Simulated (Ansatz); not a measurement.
## CoO in Ansatz: the effect of starting spin order

Crystal: CoO.

```
CELL_PARAMETERS angstrom
0.00000 2.13150 2.13150
2.13150 0.00000 2.13150
2.13150 2.13150 0.00000
ATOMIC_POSITIONS crystal
Co 0.00000 0.00000 0.00000
O 0.50000 0.50000 0.50000
```

Alike in all runs:

```yaml
Program: Ansatz 0.2.0
Task: single point
Functional: PBEsol
Potentials_or_basis: Ansatz PAW
Cutoff: "420 eV (not typed: the program's choice for these potentials)"
k_mesh: 11 × 11 × 11
Occupations: fermi-dirac, width 0.05 eV
```

Problem. One run gave: energy over the lowest run 256.4 meV/atom; final net moment 0.00 μB; final largest site moment 0.00 μB. Which starting spin order did it use?
A. spin off
B. fm
C. ferromagnetic start, larger moments
D. random

Solution. A.

```csv
starting spin order,spin,starting moments,energy over the lowest run (meV/atom),final net moment (μB),final largest site moment (μB)
spin off,no spin polarisation,-,256.4,0.00,0.00
fm,"collinear spin, ferromagnetic start","[2.0, 0.0] μB",0.0,2.96,2.50
random,"collinear spin, random start","[1.71, 0.0] μB",0.0,2.96,2.50
"ferromagnetic start, larger moments","collinear spin, ferromagnetic start","[3.5, 0.0] μB",0.0,2.96,2.50
```

Caveats: a cell with one magnetic atom can't hold antiferromagnetic order, which such compounds often take (some runs); an odd number of electrons without spin polarisation forces a metal (some runs); a magnetic or distorted state may lie lower (some runs).
